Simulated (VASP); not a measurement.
A run of VASP 6.6.1 is set up as follows.

The input INCAR:

```
  AGGAC = 1.0
  AGGAX = 1.0
  ALDAC = 0.0
  ALDAX = 1.0
  ALGO = Normal
  EDIFF = 1E-6
  EDIFFG = -0.01
  ENCUT = 600
  GGA = B5
  IBRION = 2
  ISIF = 3
  ISMEAR = -1
  IVDW = 13
  LASPH = T
  LCHARG = F
  LREAL = F
  LWAVE = F
  NELM = 100
  NSW = 40
  PREC = Accurate
  SIGMA = 0.05
  VDW_A1 = 0.44488865
  VDW_A2 = 4.0933009
  VDW_S6 = 1.0
  VDW_S8 = 2.34076671
```

KPOINTS

```
k-points
0
Gamma
  5 5 5
```

File POSCAR:

```
HfO2
1.0
    5.1180000000      0.0000000000      0.0000000000
    0.0000000000      5.1857000000      0.0000000000
   -0.8586630598      0.0000000000      5.2138671406
Hf O
4 8
Direct
    0.2755000000      0.4603000000      0.7080000000
    0.7245000000      0.9603000000      0.7920000000
    0.7245000000      0.5397000000      0.2920000000
    0.2755000000      0.0397000000      0.2080000000
    0.0742000000      0.1684000000      0.8467000000
    0.9258000000      0.6684000000      0.6533000000
    0.9258000000      0.8316000000      0.1533000000
    0.0742000000      0.3316000000      0.3467000000
    0.4487000000      0.7419000000      0.9801000000
    0.5513000000      0.2419000000      0.5199000000
    0.5513000000      0.2581000000      0.0199000000
    0.4487000000      0.7581000000      0.4801000000
```

Potentials or basis: VASP PAW PBE potentials, release 64 (Hf_pv, O).

Run with:

```bash
$ cat potpaw_PBE.64/Hf_pv/POTCAR potpaw_PBE.64/O/POTCAR > POTCAR
$ mpirun -np 1 vasp_std > vasp.out
```

(1) Predict the space group after relaxing (to 0.05 Å).

(2) What does it give for the band gap on the k mesh?

## Answers

(1) P2_1/c (No. 14).

(2) 4.13 eV, indirect (least direct gap 4.20 eV).

Caveat: spin-orbit coupling is left out, which moves the levels of the heavy elements; an odd mesh through Γ misses points on the zone boundary, where band edges often lie.
